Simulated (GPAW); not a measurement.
# Cu (Cmcm) in GPAW: convergence with k mesh

Aim: find how far k mesh must go before the results for Cu settle, at LDA. This setting moves, with any that are tied to it; all else stays.

Everything below comes from runs of GPAW 26.7.0. Logs are shortened: lines on timing, memory, paths and dates and some standing lists are left out, and cuts for length are marked. The log counts tension as positive stress, the text compression.

### Step 1. The crystal as given

Symmetry: Cmcm, No. 63, orthorhombic system. Conventional cell: a = 2.437 Å, b = 7.953 Å, c = 2.475 Å, α = 90.00°, β = 90.00°, γ = 90.00°. Around Cu (site symmetry m2m) lie 10 Cu at 2.44 to 2.54 Å.

This isn't the form of Cu at room conditions, which is fcc.

### Step 2. With k mesh 3 × 3 × 3

File run.py:

```python
from ase.dft.bandgap import bandgap
from ase.io import read, write
from ase.units import GPa
from gpaw import GPAW, PW

atoms = read('POSCAR')

calc = GPAW(mode=PW(600),
            xc='LDA',
            kpts={'size': (3, 3, 3), 'gamma': True},
            occupations={'name': 'fermi-dirac', 'width': 0.05},
            nbands=23,
            convergence={'density': 1e-05, 'energy': 1e-05},
            maxiter=100,
            txt='gpaw.txt')
atoms.calc = calc
energy = atoms.get_potential_energy()
forces = atoms.get_forces()
stress = atoms.get_stress()
calc.write('gs.gpw')
write('result.traj', atoms)
print(f'Energy: {energy:.6f} eV')
print('Forces (eV/A):')
print(forces.round(4))
print('Stress (GPa):', (stress / GPa).round(3))
print('Fermi level:', round(calc.get_fermi_level(), 4), 'eV')
print(f'Gap: {bandgap(calc)[0]:.4f} eV, direct: {bandgap(calc, direct=True)[0]:.4f} eV')
```

File POSCAR:

```
Cu
1.0
    1.2184636900     -3.9763780104      0.0000000000
    1.2184636900      3.9763780104      0.0000000000
    0.0000000000      0.0000000000      2.4754955235
Cu
2
Direct
    0.8661333500      0.1338666500      0.7500000000
    0.1338666500      0.8661333500      0.2500000000
```

Potentials or basis: the program's PAW data sets (release 1.2.1) made for this functional, pw.

Started as:

```
> OMP_NUM_THREADS=1 python run.py
```

gpaw.txt:

```text
__  _  _
 | _ |_)|_||  |
 |__||  | ||/\| - 26.7.0

Input parameters:
  mode=PW(ecut=600.0),
  convergence={'density': 1e-05, 'energy': 1e-05},
  kpts=MonkhorstPack(size=(3, 3, 3), gamma=True),
  maxiter=100,
  nbands=23,
  occupations=Occupations(name='fermi-dirac', width=0.05),
  xc=XC(name='LDA')

Diagonalizing LCAO Hamiltonian
Converting LCAO to pw mode

           Cu

       Cu

Atoms  # Å, Bohr magnetons
|   | symbol |        x |         y |        z |    initial magnetic moments |
|---|--------|----------|-----------|----------|-----------------------------|
| 0 |     Cu | 1.218464 | -2.911769 | 1.856622 | ( 0.0000,  0.0000,  0.0000) |
| 1 |     Cu | 1.218464 |  2.911769 | 0.618874 | ( 0.0000,  0.0000,  0.0000) |

Unit cell  # Å
| periodic |        x |         y |        z |  lengths |     angles |
|----------|----------|-----------|----------|----------|------------|
|      yes | 1.218464 | -3.976378 | 0.000000 | 4.158874 |  90.000000 |
|      yes | 1.218464 |  3.976378 | 0.000000 | 4.158874 |  90.000000 |
|      yes | 0.000000 |  0.000000 | 2.475496 | 2.475496 | 145.927198 |

Number of symmetries: 4
Symmetry operations  # r_c * U_cc + t_c -> r_c
|   | kind |            matrix            |
|---|------|------------------------------|
| 0 |  E   |  1, 0, 0,  0, 1, 0,  0, 0, 1 |
| 1 |  C2  |  0, 1, 0,  1, 0, 0,  0, 0,-1 |
| 2 |  σ   |  0,-1, 0, -1, 0, 0,  0, 0, 1 |
| 3 |  i   | -1, 0, 0,  0,-1, 0,  0, 0,-1 |

BZ-sampling:
  Number of BZ points: 27
  Number of IBZ points: 10

  Monkhorst-Pack size: [3, 3, 3]
  Monkhorst-Pack shift: [0, 0, 0]

K-points  # in reciprocal-cell coordinates
|   |                                coordinates |     weight |
|---|--------------------------------------------|------------|
| 0 | (  0.00000000,   0.00000000,   0.00000000) | 0.03703704 |
| 1 | (  0.00000000,   0.00000000,   0.33333333) | 0.07407407 |
| 2 | (  0.33333333,  -0.33333333,  -0.33333333) | 0.07407407 |
| 3 | (  0.33333333,  -0.33333333,   0.00000000) | 0.07407407 |
| 4 | (  0.33333333,  -0.33333333,   0.33333333) | 0.07407407 |
| 5 | (  0.33333333,   0.00000000,  -0.33333333) | 0.14814815 |
| 6 | (  0.33333333,   0.00000000,   0.00000000) | 0.14814815 |
| 7 | (  0.33333333,   0.00000000,   0.33333333) | 0.14814815 |
| 8 | (  0.33333333,   0.33333333,   0.00000000) | 0.07407407 |
| 9 | (  0.33333333,   0.33333333,   0.33333333) | 0.14814815 |

Plane wave coefficients: 803
Cutoff: 600.0 eV

Spin-components: 1 (collinear spins)
Bands:           23
Projectors:      12
Spin-degeneracy: 2
Datatype:        complex128

Parallelization:
  kpt:    1
  domain: 1
  band:   1

Density:
  Valence electrons: 22.0
  Components: 1
  Grid points: [24 24 14]
  Charge: 0.0  # |e|

Potential:
  Grid points: [24 24 14]

species:
  Cu:
    name:    Copper
    Z:       29.0
    valence: 11
    core:    18
    charge:  0.0  # [|e|]
    compensation charges:
      type: gauss
      rc: 0.33  # [Å]
      lmax: 2
    cutoffs:
      filter: 2.06  # [Å]
      core: 2.43  # [Å]
    projectors
    | kind |    occ | energy [eV] | rcut [Å] |
    |------|--------|-------------|----------|
    |   4s |  1.000 |      -4.857 |    1.164 |
    |   4p |  0.000 |      -0.783 |    1.164 |
    |   3d | 10.000 |      -5.324 |    1.058 |
    |    s |        |      22.354 |    1.164 |
    |    p |        |      26.429 |    1.164 |
    |    d |        |      21.887 |    1.058 |

    Using partial waves for Cu as LCAO basis

Reference energy: -89902.194095  # eV

eigensolver:
  PPCG
  Converge bands: occupied
  niter=2

density mixing:
  MSR1-Mixer
  Pratt-step length: 0.05
  Maximum mixing coefficient: 0.75
  Old densities: 10
  SVD Regularization: 0.005
  Good broyden scale: 1.0
  Trust region scale: 1.0
  Backstep threshold: 4.0
  History deletion threshold: 6.0
  Fourier metric: weight=20.0, sigma=0.015

occupation numbers:
  Fermi-Dirac:
    width: 0.0500  # eV

poisson solver:
  ecut: 4800.0  # eV

xc functional:
  name: None

convergence criteria:
- Maximum integral of absolute [dens]ity change: 1e-05 electrons / valence electron
- Maximum [total energy] change in last 3 cyles: 1e-05 eV / valence electron
- Maximum integral of absolute [eigenst]ate change: 4e-08 eV^2 / valence electron
maximum number of iterations: 100

SCF iterations
|iter     | |      energy | eigst |  dens |
|---------|-|-------------|-------|-------|
|iter:   1| |  -11.271088 | -0.26 |       |
|iter:   2| |  -10.442578 | -2.33 | -0.87 |
|iter:   3| |   -9.263961 | -1.36 | -0.98 |
|iter:   4| |   -9.238530 | -3.77 | -1.89 |
|iter:   5| |   -9.219003 | -3.70 | -1.98 |
|iter:   6| |   -9.218505 | -4.74 | -2.72 |
|iter:   7| |   -9.218509 | -6.30 | -3.61 |
|iter:   8| |   -9.218511c| -6.65 | -3.88 |
|iter:   9| |   -9.218511c| -7.52c| -4.49 |
|iter:  10| |   -9.218511c| -8.47c| -4.73 |
|iter:  11| |   -9.218511c| -9.01c| -5.66c|

Converged in 11 steps
Energy contributions relative to reference atoms: (reference = -89902.194095)

Energy contributions:
  Kinetic:         -23.044839
  Coulomb:          17.870880
  Zero:              0.019133
  External:          0.000000
  Xc:               -4.063677
  Entropy:          -0.000016
  Spinorbit:         0.000000
  ----------------------------
  Free energy:      -9.218519
  Extrapolated:     -9.218511

dipole moment: (-0.000001, 0.000000, -0.000001)  # |e|*Ang

Fermi level: 6.905
Eigenvalues  # (at kpt = [0.000, 0.000, 0.000])
| band index |      eig [eV] | occ [0-2] |
|------------|---------------|-----------|
|          0 |        -1.861 |     2.000 |
|        ... |               |           |
|          3 |         3.712 |     2.000 |
|          4 |         4.321 |     2.000 |
|          5 |         4.599 |     2.000 |
|          6 |         5.068 |     2.000 |
|          7 |         5.381 |     2.000 |
|          8 |         5.616 |     2.000 |
[... 8 lines left out ...]
|         17 |        29.155 |     0.000 |
|         18 |        30.173 |     0.000 |
|        ... |               |           |
|         22 |        36.312 |     0.000 |

No gap
No difference between direct/indirect transitions

Forces  # eV/Ang
|       x |        y |        z |
|---------|----------|----------|
| 0.00000 |  0.21752 |  0.00000 |  # Cu   0
| 0.00000 | -0.21752 | -0.00000 |  # Cu   1

Stress tensor  # eV/Ang^3
|         x |        y |        z |
|-----------|----------|----------|
| -0.004415 | 0.000000 | 0.000000 |
|  0.000000 | 0.106313 | 0.000000 |
|  0.000000 | 0.000000 | 0.030171 |

# Writing to gs.gpw (mode='')
```

It took 6.7 s on 1 thread of Arm Neoverse V1, shared host; peak memory 0.14 GiB.

What came out:

| Property | Result |
| --- | --- |
| Free energy | -9.2185 eV |
| Pressure | -7.1 GPa |
| Largest force | 0.218 eV/Å |
| Band gap on the k mesh | none (metal or under the smearing width) |

### Step 3. With k mesh 4 × 4 × 4

run.py: that of step 2 with these lines changed.

```diff
@@ -9,3 +9,3 @@
             xc='LDA',
-            kpts={'size': (3, 3, 3), 'gamma': True},
+            kpts={'size': (4, 4, 4), 'gamma': True},
             occupations={'name': 'fermi-dirac', 'width': 0.05},
```

POSCAR is that of step 2.

Potentials or basis: the program's PAW data sets (release 1.2.1) made for this functional, pw.

Started as:

```
> OMP_NUM_THREADS=1 python run.py
```

Wall time 13 s (1 thread of Arm Neoverse V1, shared host); peak memory 0.14 GiB.

What came out:

| Item | Value |
| --- | --- |
| Free energy | -8.9058 eV |
| Pressure | -6.7 GPa |
| Largest force | 0.068 eV/Å |
| Band gap on the k mesh | none (metal or under the smearing width) |

### Step 4. With k mesh 5 × 5 × 5

run.py: that of step 3 with these lines changed.

```diff
@@ -9,3 +9,3 @@
             xc='LDA',
-            kpts={'size': (4, 4, 4), 'gamma': True},
+            kpts={'size': (5, 5, 5), 'gamma': True},
             occupations={'name': 'fermi-dirac', 'width': 0.05},
```

POSCAR is that of step 3.

Started as:

```
> OMP_NUM_THREADS=1 python run.py
```

It took 21 s on 1 thread of Arm Neoverse V1, shared host; peak memory 0.15 GiB.

Results:

| Property | Result |
| --- | --- |
| Free energy | -9.0201 eV |
| Pressure | -6.4 GPa |
| Largest force | 0.045 eV/Å |
| Band gap on the k mesh | none (metal or under the smearing width) |

### Step 5. With k mesh 6 × 6 × 6

run.py: that of step 4 with these lines changed.

```diff
@@ -9,3 +9,3 @@
             xc='LDA',
-            kpts={'size': (5, 5, 5), 'gamma': True},
+            kpts={'size': (6, 6, 6), 'gamma': True},
             occupations={'name': 'fermi-dirac', 'width': 0.05},
```

POSCAR is that of step 4.

Started as:

```
> OMP_NUM_THREADS=1 python run.py
```

Run time: 35 s. Hardware: 1 thread of Arm Neoverse V1, shared host; peak memory 0.16 GiB.

It converged, with:

```
Free energy            : -8.9777 eV
Pressure               : -6.5 GPa
Largest force          : 0.023 eV/Å
Band gap on the k mesh : none (metal or under the smearing width)
```

### Step 6. With k mesh 7 × 7 × 7

run.py: that of step 5 with these lines changed.

```diff
@@ -9,3 +9,3 @@
             xc='LDA',
-            kpts={'size': (6, 6, 6), 'gamma': True},
+            kpts={'size': (7, 7, 7), 'gamma': True},
             occupations={'name': 'fermi-dirac', 'width': 0.05},
```

POSCAR is that of step 5.

Potentials or basis: the program's PAW data sets (release 1.2.1) made for this functional, pw.

Started as:

```
> OMP_NUM_THREADS=1 python run.py
```

Run time: 50 s. Hardware: 1 thread of Arm Neoverse V1, shared host; peak memory 0.17 GiB.

The run converged. Its results:

```
Free energy            : -9.0008 eV
Pressure               : -6.3 GPa
Largest force          : 0.062 eV/Å
Band gap on the k mesh : none (metal or under the smearing width)
```

### Step 7. With k mesh 9 × 9 × 8

run.py: that of step 6 with these lines changed.

```diff
@@ -9,3 +9,3 @@
             xc='LDA',
-            kpts={'size': (7, 7, 7), 'gamma': True},
+            kpts={'size': (9, 9, 8), 'gamma': True},
             occupations={'name': 'fermi-dirac', 'width': 0.05},
```

POSCAR is that of step 6.

Started as:

```
> OMP_NUM_THREADS=1 python run.py
```

It took 90 s on 1 thread of Arm Neoverse V1, shared host; peak memory 0.21 GiB.

It converged, with:

```yaml
Free_energy: -8.9942 eV
Pressure: -6.4 GPa
Largest_force: 0.037 eV/Å
Band_gap_on_the_k_mesh: none (metal or under the smearing width)
```

### Step 8. With k mesh 10 × 10 × 10

run.py: that of step 7 with these lines changed.

```diff
@@ -9,3 +9,3 @@
             xc='LDA',
-            kpts={'size': (9, 9, 8), 'gamma': True},
+            kpts={'size': (10, 10, 10), 'gamma': True},
             occupations={'name': 'fermi-dirac', 'width': 0.05},
```

POSCAR is that of step 7.

Started as:

```
> OMP_NUM_THREADS=1 python run.py
```

Wall time 2.3 min (1 thread of Arm Neoverse V1, shared host); peak memory 0.25 GiB.

It converged, with:

```
Free energy            : -9.0005 eV
Pressure               : -6.6 GPa
Largest force          : 0.033 eV/Å
Band gap on the k mesh : none (metal or under the smearing width)
```

### Step 9. With k mesh 12 × 12 × 12

run.py: that of step 8 with these lines changed.

```diff
@@ -9,3 +9,3 @@
             xc='LDA',
-            kpts={'size': (10, 10, 10), 'gamma': True},
+            kpts={'size': (12, 12, 12), 'gamma': True},
             occupations={'name': 'fermi-dirac', 'width': 0.05},
```

POSCAR is that of step 8.

Potentials or basis: the program's PAW data sets (release 1.2.1) made for this functional, pw.

Started as:

```
> OMP_NUM_THREADS=1 python run.py
```

Wall time 3.8 min (1 thread of Arm Neoverse V1, shared host); peak memory 0.34 GiB.

Results (log left out):

```
Free energy            : -8.9994 eV
Pressure               : -6.5 GPa
Largest force          : 0.041 eV/Å
Band gap on the k mesh : none (metal or under the smearing width)
```

### Step 10. With k mesh 15 × 15 × 14

run.py: that of step 9 with these lines changed.

```diff
@@ -9,3 +9,3 @@
             xc='LDA',
-            kpts={'size': (12, 12, 12), 'gamma': True},
+            kpts={'size': (15, 15, 14), 'gamma': True},
             occupations={'name': 'fermi-dirac', 'width': 0.05},
```

POSCAR is that of step 9.

Started as:

```
> OMP_NUM_THREADS=1 python run.py
```

It took 6.8 min on 1 thread of Arm Neoverse V1, shared host; peak memory 0.51 GiB.

It converged, with:

```
Free energy            : -9.0018 eV
Pressure               : -6.4 GPa
Largest force          : 0.034 eV/Å
Band gap on the k mesh : none (metal or under the smearing width)
```

### Step 11. Result

```csv
k mesh,"energy less the tightest run, at zero smearing (meV/atom)",pressure (GPa),largest force (eV/Å),SCF cycles,CPU time (s),peak memory (GiB)
3 × 3 × 3,-109.42,-7.05,0.218,11,6.6,0.14
4 × 4 × 4,50.10,-6.70,0.068,11,13,0.14
5 × 5 × 5,-9.08,-6.38,0.045,11,21,0.15
6 × 6 × 6,12.83,-6.48,0.023,11,35,0.16
7 × 7 × 7,0.76,-6.33,0.062,11,50,0.17
9 × 9 × 8,4.26,-6.44,0.037,11,90,0.21
10 × 10 × 10,0.69,-6.59,0.033,11,140,0.25
12 × 12 × 12,1.48,-6.47,0.041,11,230,0.34
15 × 15 × 14,0.00,-6.41,0.034,11,410,0.51
```

Against the tightest run, the pressure stays within 0.1 GPa from 12 × 12 × 12 on. Not settled before the last step: the energy (to 1 meV/atom), the largest force (to 0.005 eV/Å). Meshes of other sizes hit other points, so gaps and Fermi surfaces needn't settle smoothly. The tightest run that finished is the yardstick and may itself not be fully converged.

Caveats: with this Cu data set, volumes or pressures lay over 1.5 % or 2 GPa off other programs in two to four cells of ten; the program warned that so skewed a cell can give wrong results.
